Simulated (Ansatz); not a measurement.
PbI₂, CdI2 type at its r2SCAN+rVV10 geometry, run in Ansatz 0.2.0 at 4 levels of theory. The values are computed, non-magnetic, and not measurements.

The PBE+SOC input:
```yaml
crystal:
  lattice:
    - [4.5640817087, 0.0, 0.0]
    - [-2.2820408544, 3.9526107047, 0.0]
    - [0.0, 0.0, 7.0475121431]
  atoms:
    - { symbol: Pb, position: [0.0, 0.0, 0.0] }
    - { symbol: I, position: [0.3333333333, 0.6666666667, 0.2667067994] }
    - { symbol: I, position: [0.6666666667, 0.3333333333, 0.7332932006] }
kpoints:
  mp_grid: { grid: [6, 6, 4] }
  band_path:
    path:
      - [0.0, 0.0, 0.0]
      - [0.5, 0.0, 0.0]
      - [0.3333333333, 0.3333333333, 0.0]
      - [0.0, 0.0, 0.5]
      - [0.5, 0.0, 0.5]
      - [0.3333333333, 0.3333333333, 0.5]
    npoints: 1
hamiltonian:
  xc: pbe
scf:
  occupations: { method: fixed }
  n_extra_bands: 8
magnetization:
  noncollinear: true
  spin_orbit: true
output:
  forces: true
  stress: true
  eigenvalues: true
```

Main results, then, where recorded, the levels near the gap in eV from the Fermi energy (columns number the bands from 0), one row a point of the path (Γ, M, K, A, L, H):
```
Crystal: 3 atoms, lattice volume = 127.137 Å³
Symmetry: 12 space group operations + 12 with time reversal
Magnetic group: BNS 164.86 (UNI 1316)
```
```
Basis set: ecut = 420 eV, 2489 PW (Γ)
Bands: 56, of which v1, the nominal top of the filled ones, is band 48 counted from 1 (47 counted from 0)
k-points: 24 of 144
Free energy (F): -26978.777267 eV
Fermi energy:    5.154423 eV
--- Forces (eV/Å), atoms counted from 1 ---
  atom   1  Pb      0.00000      0.00000      0.00000
  atom   2  I       0.00000      0.00000      0.07361
  atom   3  I       0.00000      0.00000    -0.07361
--- Stress (GPa, compression-positive) ---
        1.224417       0.000000       0.000000
        0.000000       1.224417       0.000000
        0.000000       0.000000       1.291299
  P = ⅓ Tr σ = 1.2467 GPa (12.467 kbar)
```
```tsv
band_40	band_41	band_42	band_43	band_44	band_45	band_46	band_47	band_48	band_49	band_50	band_51	band_52	band_53
-0.971	-0.971	-0.789	-0.789	-0.761	-0.761	-0.623	-0.623	1.613	1.613	3.095	3.095	3.753	3.753
-2.023	-2.023	-1.985	-1.985	-0.956	-0.956	-0.376	-0.376	2.301	2.301	3.603	3.603	4.522	4.522
-2.602	-2.602	-1.754	-1.754	-1.699	-1.699	-0.822	-0.822	3.330	3.330	4.303	4.303	4.583	4.583
-1.386	-1.386	-0.935	-0.935	-0.575	-0.575	0.000	0.000	1.427	1.427	2.877	2.877	3.554	3.554
-1.921	-1.921	-1.594	-1.594	-1.125	-1.125	-0.696	-0.696	2.572	2.572	3.477	3.477	4.216	4.216
-2.900	-2.900	-1.059	-1.059	-0.899	-0.899	-0.197	-0.197	2.490	2.490	3.435	3.435	4.101	4.101
```

With PBE+SOC the gap is 1.43 eV and direct, at A.

**Question.** Another run on the same cell gave
```
Basis set: ecut = 500 eV, 3235 PW (Γ)
Bands: 28, of which v1, the nominal top of the filled ones, is band 24 counted from 1 (23 counted from 0)
k-points: 24 of 144
Free energy (F): -26979.187116 eV
Fermi energy:    4.751273 eV
--- Forces (eV/Å), atoms counted from 1 ---
  atom   1  Pb      0.00000      0.00000      0.00000
  atom   2  I       0.00000      0.00000    -0.00789
  atom   3  I       0.00000      0.00000      0.00789
--- Stress (GPa, compression-positive) ---
        0.719263       0.000000       0.000000
        0.000000       0.719263       0.000000
        0.000000       0.000000       0.698413
  P = ⅓ Tr σ = 0.7123 GPa (7.123 kbar)
```
```tsv
band_20	band_21	band_22	band_23	band_24	band_25	band_26
-1.057	-0.979	-0.979	-0.793	2.854	3.651	3.651
-2.116	-1.649	-0.842	-0.419	3.218	3.965	4.984
-2.366	-1.694	-1.694	-0.750	4.562	4.562	4.886
-1.197	-0.800	-0.800	0.000	2.626	3.474	3.474
-1.781	-1.388	-1.206	-0.743	3.533	4.026	4.408
-2.720	-0.851	-0.851	-0.143	3.659	3.659	4.457
```
Which level of theory gave it?

**Answer.** It is r2SCAN, on 6×6×4; the blocks that differ from the first input, but for the band path:
```yaml
hamiltonian:
  xc: r2scan
scf:
  occupations: { method: fixed }
  n_extra_bands: 4
```
(magnetization left out)
r2SCAN gives a direct gap of 2.63 eV at A. At this geometry r2SCAN finds +0.71 GPa, compression counted positive: its own equilibrium volume is larger.

**Question.** Another run on the same cell gave
```
Basis set: ecut = 420 eV, 2489 PW (Γ)
Bands: 28, of which v1, the nominal top of the filled ones, is band 24 counted from 1 (23 counted from 0)
k-points: 24 of 144
hybrid outer 1: dexx = +7.908e-3 eV, tail = 2.58e-5 eV
hybrid outer 2: dexx = +3.240e-7 eV, tail = 1.20e-8 eV, Δε = 2.79e-3 eV, ΔF = 9.60e-3 eV/Å
hybrid outer 3: dexx = +1.597e-10 eV, tail = 2.04e-10 eV, Δε = 1.98e-5 eV, ΔF = 2.75e-4 eV/Å
Free energy (F): -26947.243498 eV
Fermi energy:    4.503631 eV
--- Forces (eV/Å), atoms counted from 1 ---
  atom   1  Pb      0.00000      0.00000      0.00000
  atom   2  I       0.00000      0.00000    -0.07253
  atom   3  I       0.00000      0.00000      0.07253
--- Stress (GPa, compression-positive) ---
        0.759123       0.000000       0.000000
        0.000000       0.759123       0.000000
        0.000000       0.000000       0.611044
  P = ⅓ Tr σ = 0.7098 GPa (7.098 kbar)
```
```tsv
band_20	band_21	band_22	band_23	band_24	band_25	band_26
-1.155	-1.082	-1.082	-0.882	3.184	4.063	4.063
-2.285	-1.772	-0.936	-0.457	3.552	4.371	5.422
-2.550	-1.835	-1.835	-0.785	4.977	4.977	5.333
-1.305	-0.894	-0.894	0.000	2.934	3.873	3.873
-1.932	-1.493	-1.319	-0.806	3.886	4.422	4.842
-2.925	-0.944	-0.944	-0.153	4.015	4.015	4.882
```
Which level of theory gave it?

**Answer.** It is HSE06, judged by the exchange loop and the size of the gap (a near hybrid could fit too), on 6×6×4; the blocks that differ from the first input, but for the band path:
```yaml
hamiltonian:
  xc: hse06
scf:
  occupations: { method: fixed }
  n_extra_bands: 4
```
(magnetization left out)
HSE06 gives a direct gap of 2.93 eV at A. The mean pressure at these positions is +0.7 GPa, compression counted positive. The stress of a hybrid is loosely converged here.

**Question.** In the first input these blocks are replaced (the band path and keys that only write files left aside):
```yaml
hamiltonian:
  xc: pbe0
scf:
  occupations: { method: fixed }
  n_extra_bands: 4
```
(magnetization left out)
What comes out?

**Answer.**
```
Basis set: ecut = 420 eV, 2489 PW (Γ)
Bands: 28, of which v1, the nominal top of the filled ones, is band 24 counted from 1 (23 counted from 0)
k-points: 24 of 144
hybrid outer 1: dexx = +1.254e-2 eV, tail = 3.41e-5 eV
hybrid outer 2: dexx = +6.164e-7 eV, tail = 2.22e-8 eV, Δε = 2.35e-3 eV, ΔF = 1.97e-2 eV/Å
hybrid outer 3: dexx = +3.942e-10 eV, tail = 4.02e-10 eV, Δε = 2.82e-5 eV, ΔF = 4.72e-4 eV/Å
Free energy (F): -26942.415462 eV
Fermi energy:    4.173876 eV
--- Forces (eV/Å), atoms counted from 1 ---
  atom   1  Pb      0.00000      0.00000      0.00000
  atom   2  I       0.00000      0.00000    -0.07146
  atom   3  I       0.00000      0.00000      0.07146
--- Stress (GPa, compression-positive) ---
        0.737134       0.000000       0.000000
        0.000000       0.737134       0.000000
        0.000000       0.000000       0.597333
  P = ⅓ Tr σ = 0.6905 GPa (6.905 kbar)
```
```tsv
band_20	band_21	band_22	band_23	band_24	band_25	band_26
-1.196	-1.107	-1.107	-0.918	3.831	4.729	4.729
-2.349	-1.828	-0.960	-0.475	4.203	5.040	6.119
-2.622	-1.887	-1.887	-0.818	5.667	5.667	6.028
-1.350	-0.914	-0.914	0.000	3.571	4.530	4.530
-1.989	-1.538	-1.354	-0.834	4.550	5.090	5.527
-3.006	-0.970	-0.970	-0.165	4.677	4.677	5.561
```
PBE0 gives a direct gap of 3.57 eV at A. The mean pressure at these positions is +0.7 GPa, compression counted positive. The stress of a hybrid is loosely converged here.

Totals of different functionals, or with and without spin-orbit coupling, can't be compared.

Only the levels marked +SOC include spin-orbit coupling.
